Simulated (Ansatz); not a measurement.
From the elastic tensor of KBr at 8.4 GPa (stress–strain coefficients) to moduli and sound speeds

Computed with DFT LDA, scalar-relativistic, plane waves, PAW (Ansatz 0.2.0). Settings: 420 eV plane-wave cutoff, Γ-centred 6×6×6 mesh, fixed occupations. No spin polarisation.

Symmetry: Pm-3m, No. 221, cubic system. Conventional cell: a = 3.571 Å, b = 3.571 Å, c = 3.571 Å, α = 90.00°, β = 90.00°, γ = 90.00°. Around K (site symmetry m-3m) lie 8 Br at 3.09 Å. Br (site symmetry m-3m) has 8 K at 3.09 Å as nearest neighbours.

The cell is the ideal cubic caesium chloride prototype; this isn't the usual structure of the compound.

Relaxed-ion constants (GPa, on the Cartesian axes of the calculation):
C11 = 100.6, C12 = 40.8, C13 = 40.8, C22 = 100.6, C23 = 40.8, C33 = 100.6, C44 = 29.9, C55 = 29.9, C66 = 29.9 GPa; the others vanish.

Density 4.338 g/cm³; 2 atoms in 45.55 Å³.

The values that follow are for a polycrystal of randomly turned grains, by Hill's mean where one number stands.

With S = C⁻¹: B_V = (C11+C22+C33+2(C12+C13+C23))/9, G_V = (C11+C22+C33−C12−C13−C23+3(C44+C55+C66))/15, 1/B_R = S11+S22+S33+2(S12+S13+S23), 15/G_R = 4(S11+S22+S33−S12−S13−S23)+3(S44+S55+S66); Hill is their mean. Then v_l = √((B+4G/3)/ρ), v_t = √(G/ρ), v_m = [(2/v_t³+1/v_l³)/3]^(−1/3) and Θ = (ħ/k_B)·v_m·(6π²n/V)^(1/3) for n atoms in the volume V; E = 9BG/(3B+G), ν = (3B−2G)/(2(3B+G)) and A^U = 5G_V/G_R + B_V/B_R − 6.

```
Bulk modulus, Voigt / Reuss / Hill          : 60.8 / 60.8 / 60.8 GPa
Shear modulus, Voigt / Reuss / Hill         : 29.9 / 29.9 / 29.9 GPa
Young's modulus                             : 77 GPa
Poisson ratio                               : 0.289
Pugh ratio B/G                              : 2.03
Universal anisotropy index                  : 0.00
Longitudinal and transverse sound speeds    : 4816 and 2624 m/s
Debye temperature from the mean sound speed : 307 K
```

Cost: 1 run of about 0.21 core-minutes, on Intel Xeon Processor @ 2.50GHz (Skylake/Cascade Lake) (shared hosts).